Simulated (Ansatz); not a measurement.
Base system: BaSnO3 in the cubic perovskite structure (space group Pm-3m, No. 221; a = 4.131 Å).

Modification: a hydrostatic pressure of 45 GPa.

Level of theory: Ansatz (a quantum-chemistry and plane-wave program) r2SCAN, no spin-orbit coupling.

Base, band edges from the VBM (valence, conduction): M -0.05, 7.45; R 0.00, 5.97; X -1.00, 5.60; Γ -0.48, 1.56 eV.

Give the band edges at the high-symmetry points of the new zone, measured from its valence-band maximum.


| point | valence edge (eV) | conduction edge (eV) |
|---|---|---|
| Γ | -0.35 | 4.27 |
| X | -1.02 | 8.20 |
| M | -0.05 | 8.95 |
| R | 0.00 | 6.95 |

The gap is 4.27 eV, indirect, R → Γ.

Load acts through the strain it causes; cell and atoms are relaxed under it. No phonon test of stability was made. No other phases were tried under pressure.
